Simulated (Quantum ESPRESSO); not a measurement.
The system is I.

```
I
1.0
     0.00000    2.36560    3.90984
     2.19225    0.00000    3.90984
     2.19225    2.36560    0.00000
I
1
Direct
  0.00000 0.00000 0.00000
```

Base run:

* Program: Quantum ESPRESSO 7.5
* Functional: EV93
* Potentials or basis: PseudoDojo 0.4.1 SR PBE standard
* Cutoff: 952 eV
* Density cutoff: 3810 eV
* k mesh: 9 × 9 × 9
* Occupations: fermi-dirac, width 0.05 eV
* Spin: no spin polarisation

Its results: band gap on the k mesh none (metal or under the smearing width); pressure 9.5 GPa.

Q: The run is repeated on the same cell with these changes: functional from EV93 to rev-vdW-DF2. What comes out?

A: Band gap on the k mesh none (metal or under the smearing width); pressure -0.3 GPa.

Caveats: the potentials were made for another functional, which shifts forces and pressure; spin-orbit coupling is left out, which moves the levels of the heavy elements; an odd number of electrons without spin polarisation forces a metal; a magnetic or distorted state may lie lower; the potentials were made for a functional far from this one (some runs).
